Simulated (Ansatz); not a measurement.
# GaN: the cost of one run

Program: Ansatz 0.2.0. Level of theory: DFT, PBE, plane-wave PAW, default files, scalar-relativistic. These are calculated values, not measurements.

1 further run of the same task is left out (it didn't finish).

**1. The structure to begin with**

The structure is cubic, space group Fm-3m (No. 225). Conventional cell: a = 3.985 Å, b = 3.985 Å, c = 3.985 Å, α = 90.00°, β = 90.00°, γ = 90.00°. Ga (site symmetry m-3m) has 6 N at 1.99 Å as nearest neighbours. N (site symmetry m-3m) is surrounded by 6 Ga at 1.99 Å.

As a file:

```cif
data_structure
_symmetry_space_group_name_H-M 'P 1'
_symmetry_Int_Tables_number 1
_cell_length_a 2.8178
_cell_length_b 2.8178
_cell_length_c 2.8178
_cell_angle_alpha 60.000
_cell_angle_beta 60.000
_cell_angle_gamma 60.000
_cell_volume 15.82
loop_
_atom_site_label
_atom_site_type_symbol
_atom_site_fract_x
_atom_site_fract_y
_atom_site_fract_z
_atom_site_occupancy
Ga1 Ga 0.50000 0.50000 0.50000 1
N1 N 0.00000 0.00000 0.00000 1
```

**2. Single point at the given positions**

input.yaml

```yaml
crystal:
  lattice:
    - [0.0, 1.9925, 1.9925]
    - [1.9925, 0.0, 1.9925]
    - [1.9925, 1.9925, 0.0]
  atoms:
    - { symbol: Ga, position: [0.5, 0.5, 0.5] }
    - { symbol: "N", position: [0.0, 0.0, 0.0] }
kpoints:
  mp_grid: { grid: [13, 13, 13] }
scf:
  occupations: { method: fermi_dirac, width: 0.02 }
hamiltonian:
  xc: pbe
  pseudopotentials: { kind: paw }
output:
  forces: true
  stress: true
  populations: true
  efg:
    quadrupole_moments_barn: { Ga: 0.107, "N": 0.02044 }
    contact_densities: true
  write_density: true
  write_potential: true
  elf: true
  volumetric_format: npy
```

Launch:

```console
ansatz run input.yaml --threads 1 --pin off --max-ram 3072MiB --backend cpu --events-out ev --progress --plain --runs-dir out
```

**Question.** How long does this run take on 1 thread of Intel Xeon 6975P-C (Granite Rapids), shared host, and how much memory does it need?

About 1.6 s, with a peak of 0.37 GiB.
